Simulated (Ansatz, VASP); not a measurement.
**One calculation of MgS, two programs**

File INCAR:

```
PREC     = Accurate       # precision mode
ENCUT    = 520            # plane-wave cutoff, eV
EDIFF    = 1E-8           # SCF threshold, eV
ISMEAR   = -1             # smearing method
SIGMA    = 0.03           # smearing width, eV
LREAL    = False          # projectors in reciprocal space
LASPH    = True           # aspherical terms in the spheres
NELM     = 80             # most SCF steps
ALGO     = Normal         # electronic algorithm
ISIF     = 2              # what is computed and relaxed
LWAVE    = False          # write WAVECAR
LCHARG   = False          # write CHGCAR
GGA      = PS             # functional
LEFG     = True         
NBANDS   = 11             # bands
```

File KPOINTS:

```
Automatic mesh
0
Gamma
  10 10 10
```

The input POSCAR:

```
MgS
1.0
    0.0000000000      2.6016500000      2.6016500000
    2.6016500000      0.0000000000      2.6016500000
    2.6016500000      2.6016500000      0.0000000000
Mg S
1 1
Direct
    0.0000000000      0.0000000000      0.0000000000
    0.5000000000      0.5000000000      0.5000000000
```

Input for Ansatz:

```yaml
crystal:
  lattice:
    - [0.0, 2.60165, 2.60165]
    - [2.60165, 0.0, 2.60165]
    - [2.60165, 2.60165, 0.0]
  atoms:
    - { symbol: Mg, position: [0.0, 0.0, 0.0] }
    - { symbol: S, position: [0.5, 0.5, 0.5] }
kpoints:
  mp_grid: { grid: [10, 10, 10] }
  band_path:
    path:
      - [0.0, 0.0, 0.0]
      - [0.5, 0.0, 0.5]
      - [0.625, 0.25, 0.625]
      - [0.375, 0.375, 0.75]
      - [0.0, 0.0, 0.0]
      - [0.5, 0.5, 0.5]
      - [0.5, 0.25, 0.75]
      - [0.5, 0.0, 0.5]
    npoints: 14
scf:
  occupations: { method: fermi_dirac, width: 0.03 }
hamiltonian:
  xc: pbesol
  pseudopotentials: { kind: paw }
output:
  forces: true
  stress: true
  eigenvalues: true
  efg: { contact_densities: true }
  populations: true
  bader: true
  dos: { projected: true, de: 0.2, e_range: [-14, 8] }
  write_density: true
  write_potential: true
  elf: true
  volumetric_format: npy
```

Alike in both runs: task electric field gradients; functional PBEsol; k mesh 10 × 10 × 10; occupations fermi-dirac, width 0.03 eV; no spin polarisation.

```csv
,VASP,Ansatz
version,VASP 6.6.1,Ansatz 0.2.0
potentials or method,"VASP PAW PBE potentials, release 64 (Mg, S)","PAW with Ansatz's default frozen-core files, scalar-relativistic"
plane-wave cutoff (eV),520,420
valence electrons in the cell,8,16
```

|  | VASP | Ansatz | Ansatz less VASP |
| --- | --- | --- | --- |
| gap on the k mesh at the Fermi level (eV) | 2.70 | 2.70 | -0.002 |
| pressure (GPa) | -1.1 | -0.9 | +0.20 |
| Vzz of the field gradient on the site that differs most (V/Å²) | 0.0 | 0.0 | 0.00 |

With one functional, cell and mesh, what is left measures potentials, basis and numerics. The two sets of potentials don't hold the same shells in valence.

Caveats: the PAW data sets were made with another functional, which shifts forces and pressure a little (VASP). A k mesh can miss the band edges. Expect the measured gap to be larger: semilocal functionals such as PBEsol lack the derivative discontinuity.
